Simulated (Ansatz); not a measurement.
# Gd (Fm-3m): exchange couplings and spin waves by the force theorem

These are results of DFT, PBE, all-electron PAW with datasets made for the crystal, scalar-relativistic (Ansatz 0.2.0), not measurements.

Command: `ansatz run input.yaml --threads 2 --pin off --max-ram 5120MiB --backend cpu --events-out ev --progress --plain --runs-dir out`

```yaml
crystal:
  lattice:
    - [0.0, 2.5858190855, 2.5858190855]
    - [2.5858190855, 0.0, 2.5858190855]
    - [2.5858190855, 2.5858190855, 0.0]
  atoms:
    - { symbol: Gd, position: [0.0, 0.0, 0.0], spin: 7.3 }
magnetization:
  spin_polarized: true
kpoints:
  mp_grid: { grid: [12, 12, 12] }
  band_path:
    path:
      - [0.0, 0.0, 0.0]
      - [0.5, 0.0, 0.5]
      - [0.625, 0.25, 0.625]
      - [0.375, 0.375, 0.75]
      - [0.0, 0.0, 0.0]
      - [0.5, 0.5, 0.5]
      - [0.5, 0.25, 0.75]
      - [0.5, 0.0, 0.5]
    npoints: 8
scf:
  occupations: { method: fermi_dirac, width: 0.05 }
hamiltonian:
  xc: pbe
  pseudopotentials: { kind: all_electron, datasets: crystal }
output:
  eigenvalues: false
  eigenstates:
    nscf_kmesh: { grid: [12, 12, 12] }
    top_band: c22
    exchange_couplings: { magnetic: [{ species: Gd }] }
```

Output:

```
settings of this run that can trade accuracy for cost: output.eigenvalues: false. Do not mix this run's numbers with those of runs without the same settings; the input reference describes each key
hamiltonian.pseudopotentials.datasets: crystal makes datasets for this crystal and solves the spheres of its atoms anew in each pass: cutoff 310.0 eV, the density's 1240.0 eV; for an error of 0.50 meV an atom under PBE, 0.5 meV for the cell; an energy difference from a run of another recipe may be off by several times the error for the cell, under r2SCAN by more, where some 0.1 meV an atom stays a …
band count auto-derived: 18 (N_el = 18.0; filled up to band 9; 17 by the electrons, moments and atoms)
Engine: ansatz 0.2.0
Pseudopotentials: kind: all_electron
Pseudopotential: Gd, paw, valence charge 18, recommended cutoff 310 eV (normal), crystal/all_electron/pbe/scalar/gaussian/Gd, Koelling and Harmon's equation, gaussian nucleus
Functional definition: PBE
  parameter kappa = 0.804
  parameter beta = 0.06672455060314922
  exchange = pbe_x(kappa = kappa, mu = beta*pi^2/3)
  correlation = pbe_c(beta = beta)
a search for the magnetic state begins, with frozen cores and fixed partial waves. It gives no result and prints no iterations
the search for the magnetic state of this step took 11 SCF iterations with frozen cores. It stayed in its first state, in which the spheres begin
Crystal: 1 atoms, lattice volume = 34.580 Å³
Basis set: ecut = 310 eV, 411 PW (Γ), exchange–correlation on 48×48×48 points (8 copies of the dense FFT grid, shifted against one another)
Bands: 18, of which v1, the nominal top of the filled ones, is band 9 counted from 1 (8 counted from 0)
Symmetry: 48 space group operations
Space group: Fm-3m (ITA 225), of the structure as read, at distance tolerance 3.3e-5 Å
Magnetic group: BNS 225.116 (UNI 1618), of the structure as read, at distance tolerance 3.3e-5 Å
k-points: 72 of 1728
Non-local potential: Gd, projectors of the file, l = 0: 2, l = 1: 2, l = 2: 1, l = 3: 2
PAW form: soft (Blöchl's): semilocal exchange-correlation on the pseudo side does not see the compensation charge
PAW one-centre angular grid: Gd, 590 points (default); XC on its mesh's 1837 points in the sphere
Initial density: read from a saved state, or passed on in memory by an earlier SCF of this step, an earlier step, the calling program or the single point that the run made first
Starting moments: Σ|m| = 7.3 μB on 1 of 1 site; this step starts from the density that it was given
Initial wavefunctions: pseudopotential atomic-orbital guess
Functional: x = pbe(κ = 0.804, μ = 0.2195149727645171), c = pbe(β = 0.06672455060314922)
iter 1 solved again at ethr=9.84e-5 eV; its pass at ethr=1.00e-1 eV (dr2=1.77e-2 eV) is discarded
SCF iter   1: F=—  HF=-306693.235953 eV  |F-HF|=—  |Δ(HF+E_count)|=         —  Δρ=6.64e-3 (↑3.81e-3 ↓6.64e-3)  dr2=1.22e-2  dr2_m=6.89e-3  M=7.473 μB ∫|m|=7.473 μB  β_m=0.30  ethr=9.84e-5  ⟨swp⟩=4.4  Hψ=15534  notcnv=0
preconditioner: auto → Kerker (q_TF=auto, 2.447 Å⁻¹)  [metal: Δε(μ)=0.014 eV  Ē_g=13.314 eV  σ=0.050 eV  W_gap=0.07  n_scr=14 (ndim 8)  ℏωp=25.3 eV  f_vac=0.000  D(μ)=3.50/eV (n_scr^D=58)]
spin=Collinear: Kerker preconditioning applied to the charge; magnetization (m = ρ↑ − ρ↓) channel mixes plain (no charge-response kernel on spin).
SCF iter   2: F=—  HF=-306693.235720 eV  |F-HF|=—  |Δ(HF+E_count)|=   2.33e-4  Δρ=3.86e-3 (↑3.18e-3 ↓3.86e-3)  dr2=9.98e-3  dr2_m=3.17e-4  M=7.570 μB ∫|m|=7.570 μB  β_m=0.29  ethr=6.78e-5  ⟨swp⟩=3.0  Hψ=5361  notcnv=0
SCF iter   3: F=—  HF=-306693.234591 eV  |F-HF|=—  |Δ(HF+E_count)|=   1.13e-3  Δρ=2.31e-3 (↑2.31e-3 ↓1.27e-3)  dr2=1.78e-3  dr2_m=1.16e-4  M=7.542 μB ∫|m|=7.542 μB  β_m=0.19  ethr=5.54e-5  ⟨swp⟩=2.0  Hψ=4436  notcnv=0
SCF iter   4: F=—  HF=-306693.235010 eV  |F-HF|=—  |Δ(HF+E_count)|=   4.19e-4  Δρ=1.59e-3 (↑1.59e-3 ↓6.95e-4)  dr2=6.52e-4  dr2_m=9.14e-5  M=7.538 μB ∫|m|=7.538 μB  β_m=0.50  ethr=9.91e-6  ⟨swp⟩=2.0  Hψ=4182  notcnv=0
iter 5 solved again at ethr=5.35e-8 eV; its pass at ethr=3.62e-6 eV (dr2=9.63e-6 eV) is discarded
SCF iter   5: F=—  HF=-306693.235116 eV  |F-HF|=—  |Δ(HF+E_count)|=   1.06e-4  Δρ=3.60e-4 (↑2.04e-4 ↓3.60e-4)  dr2=1.03e-5  dr2_m=2.32e-5  M=7.530 μB ∫|m|=7.530 μB  β_m=0.75  ethr=5.35e-8  ⟨swp⟩=2.9  Hψ=11937  notcnv=0
SCF iter   6: F=—  HF=-306693.235163 eV  |F-HF|=—  |Δ(HF+E_count)|=   4.67e-5  Δρ=5.55e-4 (↑1.76e-4 ↓5.55e-4)  dr2=8.71e-5  dr2_m=3.31e-5  M=7.523 μB ∫|m|=7.523 μB  β_m=0.87  ethr=5.35e-8  ⟨swp⟩=3.0  Hψ=4986  notcnv=0
SCF iter   7: F=—  HF=-306693.235169 eV  |F-HF|=—  |Δ(HF+E_count)|=   5.67e-6  Δρ=1.80e-4 (↑8.17e-5 ↓1.80e-4)  dr2=9.03e-6  dr2_m=4.36e-6  M=7.520 μB ∫|m|=7.520 μB  β_m=0.94  ethr=5.35e-8  ⟨swp⟩=3.5  Hψ=5730  notcnv=0
SCF iter   8: F=—  HF=-306693.235178 eV  |F-HF|=—  |Δ(HF+E_count)|=   9.26e-6  Δρ=1.08e-4 (↑1.23e-5 ↓1.08e-4)  dr2=4.67e-6  dr2_m=8.03e-7  M=7.516 μB ∫|m|=7.516 μB  β_m=0.97  ethr=5.02e-8  ⟨swp⟩=3.5  Hψ=5649  notcnv=0
SCF iter   9: F=—  HF=-306693.235180 eV  |F-HF|=—  |Δ(HF+E_count)|=   1.85e-6  Δρ=7.09e-5 (↑6.06e-6 ↓7.09e-5)  dr2=1.99e-6  dr2_m=3.53e-7  M=7.513 μB ∫|m|=7.513 μB  β_m=0.98  ethr=2.60e-8  ⟨swp⟩=3.0  Hψ=4472  notcnv=0
SCF iter  10: F=-306693.235180 eV  HF=-306693.235180 eV  |F-HF|=4.66e-10  |Δ(HF+E_count)|=   1.62e-7  Δρ=3.86e-6 (↑1.63e-6 ↓3.86e-6)  dr2=3.31e-9  dr2_m=2.20e-9  M=7.511 μB ∫|m|=7.511 μB  ethr=1.11e-8  ⟨swp⟩=3.0  Hψ=4474  notcnv=0
SCF 1 converged in 10 iterations: F = -306693.235180 eV  dr2 = 3.31e-9
  greatest PAW one-centre occupation: 0.996 electrons in one spin orbital (limit 2), on the Gd atom at site 0 (counted from 0), in its partial waves of l = 0
NSCF: frozen V_eff on 57 k-points
NSCF: frozen V_eff on 72 k-points
Exchange couplings: 0 of 2 parts done
Exchange couplings: 1 of 2 parts done
Exchange couplings: 0 of 4 parts done
Exchange couplings: 1 of 4 parts done
Exchange couplings: 2 of 4 parts done
Exchange couplings: 3 of 4 parts done
SCF converged after 10 iterations
Magnetization: 7.5106 μB (12.7553 up, 5.2447 down)
Absolute magnetization: 7.5106 μB (∫|ρ↑−ρ↓|)
Spin contamination: 0.0050 ħ² per cell (⟨S²⟩ above its minimum at these occupations)
Per-site moments (μB) at R_I (Å): [(7.27917444029701, 1.5084714234798837)]
Free energy (F): -306693.235180 eV
Harris-Foulkes:  -306693.235180 eV  (|F-HF|=4.66e-10)
Internal energy: -306693.211115 eV  (E = F + TS)
E sigma→0 (E₀):  -306693.223147 eV
Entropy (-TS):   -0.024065 eV (-24.065 meV/atom)
Past the cutoff: waves up to 1.5 times it would add -0.000452 eV an atom, which no energy here includes
By the cutoff:   a pressure is off by up to 0.017 GPa (6 times that energy over an atom's volume, and 0.004 GPa: a bound that held against runs at twice the plane waves)
Past the cutoffs: a stress includes -0.0007 GPa for waves and charges beyond them
In the spheres:  the bands' charges fall short by 6.3e-7 e at most (sound up to 1e-3)
Fermi energy:    13.603134 eV
--- Per-component energies (eV) ---
  E_band       = -8.501716
  E_kinetic    = 246.959149
  E_local      = -1840.816223  (includes V_loc(G=0)·N_el)
  E_nonlocal   = 122.468897
  E_hartree    = 868.164230
  E_xc         = -117.858030
  E_vxc        = -152.940585  (∫ρ·V_xc dr)
  E_paw        = -309362.036641  (= ΣΔE_a)
  E_vpaw       = -5578.480192  (= ΣTr[D̂ρ^β])
  E_ewald      = -2068.068680
  E_smearing   = -0.024065  (= −TS)
  E_closure    = 5457.976183  (closes the sum)
  Σ components = -306693.235180   (vs F -306693.235180, Δ=0.00e0)
  The terms above E_closure are by the made datasets' own strengths, without shells solved beside the bands.
--- Band table (eV; the first three rows and the last of 144) ---
  k-point 0 ↑: bands = ["-31.7039", "-8.8190", "-8.8190", "-8.8190", "8.5864", "8.7781", "8.8429", "8.8429", "8.8429", "8.9311", "8.9311", "8.9311", "14.8801", "14.8801", "14.8801", "17.0331"]
  k-point 1 ↑: bands = ["-31.7005", "-8.8619", "-8.8245", "-8.8245", "8.7635", "8.7830", "8.8423", "8.8470", "8.8470", "8.9232", "8.9232", "8.9313", "14.7041", "14.9695", "14.9695", "16.9450"]
  k-point 2 ↑: bands = ["-31.6912", "-8.9771", "-8.8394", "-8.8394", "8.7954", "8.8376", "8.8574", "8.8574", "8.9036", "8.9036", "8.9320", "9.2648", "14.3073", "15.1495", "15.1495", "16.8297"]
  k-point 71 ↓: bands = ["-28.4647", "-6.9018", "-6.9018", "-6.6944", "13.1638", "13.9279", "13.9279", "13.9333", "14.0689", "14.0689", "14.1551", "14.2426", "14.7399", "14.7399", "16.9697", "20.4916"]
settings of this run that can trade accuracy for cost: output.eigenvalues: false. Do not mix this run's numbers with those of runs without the same settings; the input reference describes each key
```

exchange_couplings.tsv:

```
# site	partner	cell_1	cell_2	cell_3	displacement_x_ang	displacement_y_ang	displacement_z_ang	distance_ang	coupling_mev
# format = ansatz-exchange-couplings/3
# nscf_kmesh_grid = 12 12 12
# n_bands = 31
# mesh_fermi_ev = 13.603
# occupation_method = fermi_dirac
# smearing_width_ev = 0.05
# xc_rung = gga
# a1_ang = 0 2.5858 2.5858
# a2_ang = 2.5858 0 2.5858
# a3_ang = 2.5858 2.5858 0
# atom = 0 Gd magnetic 0 0 0 7.4704 18.401 0.34116 -
# moments = constrained
# kernel_scale = 0.99943
# constrained_moments_mub = 7.204
# turning_moments_mub = 7.4704
# rigid_open_turn_ev = -0.0044604
# field_residual = 0.0076625
# moved_by_upper_bands = 0.40587
# mean_field_moved_by_upper_bands = 0.069205
# mean_field_temperature_k = 94.789
# mean_field_q_frac = 0 0.33333 0.41667
# no_ordering_temperature = state_not_lowest
# no_stiffness = state_not_lowest
# whole_within_ang = 21.941
0	0	-1	0	0	0	-2.5858	-2.5858	3.6569	-2.2258
0	0	-1	0	1	2.5858	0	-2.5858	3.6569	-2.2258
0	0	-1	1	0	2.5858	-2.5858	0	3.6569	-2.2258
0	0	0	-1	0	-2.5858	0	-2.5858	3.6569	-2.2258
0	0	0	-1	1	0	2.5858	-2.5858	3.6569	-2.2258
0	0	0	0	-1	-2.5858	-2.5858	0	3.6569	-2.2258
0	0	0	0	1	2.5858	2.5858	0	3.6569	-2.2258
0	0	0	1	-1	0	-2.5858	2.5858	3.6569	-2.2258
0	0	0	1	0	2.5858	0	2.5858	3.6569	-2.2258
0	0	1	-1	0	-2.5858	2.5858	0	3.6569	-2.2258
0	0	1	0	-1	-2.5858	0	2.5858	3.6569	-2.2258
0	0	1	0	0	0	2.5858	2.5858	3.6569	-2.2258
0	0	-1	-1	1	0	0	-5.1716	5.1716	-0.32219
0	0	-1	1	-1	0	-5.1716	0	5.1716	-0.32219
0	0	-1	1	1	5.1716	0	0	5.1716	-0.32219
0	0	1	-1	-1	-5.1716	0	0	5.1716	-0.32219
0	0	1	-1	1	0	5.1716	0	5.1716	-0.32219
0	0	1	1	-1	0	0	5.1716	5.1716	-0.32219
0	0	-2	0	1	2.5858	-2.5858	-5.1716	6.3339	-0.48846
0	0	-2	1	0	2.5858	-5.1716	-2.5858	6.3339	-0.48846
[...]
```

magnon_bands.tsv:

```
# distance_inv_ang	q_1	q_2	q_3	is_on_mesh	least_cost_mev	mode	energy_mev	sense
# format = ansatz-magnon-bands/1
# nscf_kmesh_grid = 12 12 12
# whole_turn_by_bands_mev = 170.58
# magnetic_atoms = 0
# least_rotation_mev = -45.571
# least_rotation_q_frac = 0 0.33333 0.41667
# least_rotation_pattern = 1 0
0	0	0	0	1	0	1	0	1
0.15187	0.0625	0	0.0625	0	-1.0724	1	-0.57421	1
0.30373	0.125	0	0.125	0	-5.8277	1	-3.1204	1
0.4556	0.1875	0	0.1875	0	-13.765	1	-7.3705	1
0.60747	0.25	0	0.25	1	-26.465	1	-14.17	1
0.75933	0.3125	0	0.3125	0	-39.178	1	-20.978	1
0.9112	0.375	0	0.375	0	-47.483	1	-25.425	1
1.0631	0.4375	0	0.4375	0	-41.272	1	-22.099	1
1.2149	0.5	0	0.5	1	-36.354	1	-19.466	1
1.2686	0.51562	0.03125	0.51562	0	-36.559	1	-19.576	1
1.3223	0.53125	0.0625	0.53125	0	-37.211	1	-19.925	1
1.376	0.54688	0.09375	0.54688	0	-38.304	1	-20.51	1
1.4297	0.5625	0.125	0.5625	0	-39.601	1	-21.204	1
1.4834	0.57812	0.15625	0.57812	0	-40.648	1	-21.765	1
1.5371	0.59375	0.1875	0.59375	0	-41.06	1	-21.985	1
1.5908	0.60938	0.21875	0.60938	0	-40.831	1	-21.863	1
1.6445	0.625	0.25	0.625	0	-40.343	1	-21.602	1
1.7375	0.59375	0.26562	0.64062	0	-39.913	1	-21.371	1
1.8305	0.5625	0.28125	0.65625	0	-39.197	1	-20.988	1
1.9235	0.53125	0.29688	0.67188	0	-38.163	1	-20.434	1
2.0165	0.5	0.3125	0.6875	0	-37.562	1	-20.113	1
2.1095	0.46875	0.32812	0.70312	0	-38.163	1	-20.434	1
2.2025	0.4375	0.34375	0.71875	0	-39.197	1	-20.988	1
2.2955	0.40625	0.35938	0.73438	0	-39.913	1	-21.371	1
2.3885	0.375	0.375	0.75	0	-40.343	1	-21.602	1
2.5495	0.32812	0.32812	0.65625	0	-39.858	1	-21.342	1
2.7106	0.28125	0.28125	0.5625	0	-35.12	1	-18.805	1
2.8717	0.23438	0.23438	0.46875	0	-27.596	1	-14.776	1
3.0328	0.1875	0.1875	0.375	0	-21.52	1	-11.523	1
3.1939	0.14062	0.14062	0.28125	0	-14.257	1	-7.6339	1
3.3549	0.09375	0.09375	0.1875	0	-6.6779	1	-3.5756	1
3.516	0.046875	0.046875	0.09375	0	-1.1964	1	-0.6406	1
3.6771	0	0	0	1	0	1	0	1
3.8086	0.0625	0.0625	0.0625	0	-0.67077	1	-0.35916	1
3.9401	0.125	0.125	0.125	0	-3.9745	1	-2.1281	1
4.0717	0.1875	0.1875	0.1875	0	-11.464	1	-6.1386	1
4.2032	0.25	0.25	0.25	1	-23.78	1	-12.733	1
[...]
```

In the table E = −Σ J e_i·e_j over ordered pairs, so positive J favours parallel moments; the file's long notes are left out. The flag state_not_lowest says that some rotation lowers the energy by these couplings, so the mean-field temperature in the header isn't an ordering temperature of this state, and negative spin-wave energies mark the unstable rotations. Convergence in k wasn't tested.

Site moments (μB): Gd 7.28. Cell moment 7.51 μB.

The magnetic group in the log treats spin as a scalar label, without spin–orbit coupling.

Without U a semilocal functional puts the f levels too near the Fermi level, which can change moments and the order of magnetic states; site and cell moments are spin moments. Spin–orbit coupling is left out although heavy atoms are present. With open f shells a run can end in a state that isn't the lowest. The program couldn't verify every level among the many empty bands that the force theorem sums over. These are results for the start and cell typed. The real compound can order otherwise, in a larger cell, or not at all, since semilocal functionals without spin fluctuations often overstate magnetism; near a collapse of the moment, mesh and smearing move it by tens of per cent.

It took 33 s on 2 threads of AMD EPYC 9R45 96-Core Processor (Zen 5), with other jobs on the host, peak memory 1.1 GiB.
